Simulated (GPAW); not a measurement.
**CdSe (Cadmoselite) in GPAW: the effect of strain uniaxial z**

Crystal: CdSe (Cadmoselite).

```
Cd Se
1.0
     4.30000    0.00000    0.00000
    -2.15000    3.72391    0.00000
     0.00000    0.00000    6.73920
Cd Se
2 2
Direct
  0.66667 0.33333 0.50000
  0.33333 0.66667 0.00000
  0.66667 0.33333 0.88500
  0.33333 0.66667 0.38500
```

Alike in all runs:

* Program: GPAW 26.7.0
* Task: band structure
* Functional: PBEsol
* Potentials or basis: PAW data sets generated in the run's folder for this functional
* Cutoff: 600 eV
* Basis: pw
* k mesh: 5 × 5 × 3
* Occupations: fermi-dirac, width 0.05 eV
* Spin: no spin polarisation
* Maxiter: 150
* Band path: GMKGALHA,LM,KH
* Band points: 80

One run gave: gap on the mesh 0.53 eV; pressure -0.8 GPa; largest force 0.34 eV/Å. Which strain uniaxial z did it use?
A. 0
B. 0.02
C. -0.04
D. 0.04
E. 0.01

B.

```csv
strain uniaxial z,gap on the mesh (eV),pressure (GPa),largest force (eV/Å)
-0.04,0.60,2.2,0.02
-0.02,0.58,1.0,0.15
-0.01,0.58,0.5,0.22
0,0.57,0.0,0.27
0.01,0.55,-0.4,0.31
0.02,0.53,-0.8,0.34
0.04,0.49,-1.5,0.37
```

Caveats: the density grid can change from cell to cell, which puts small steps into energies and stress.

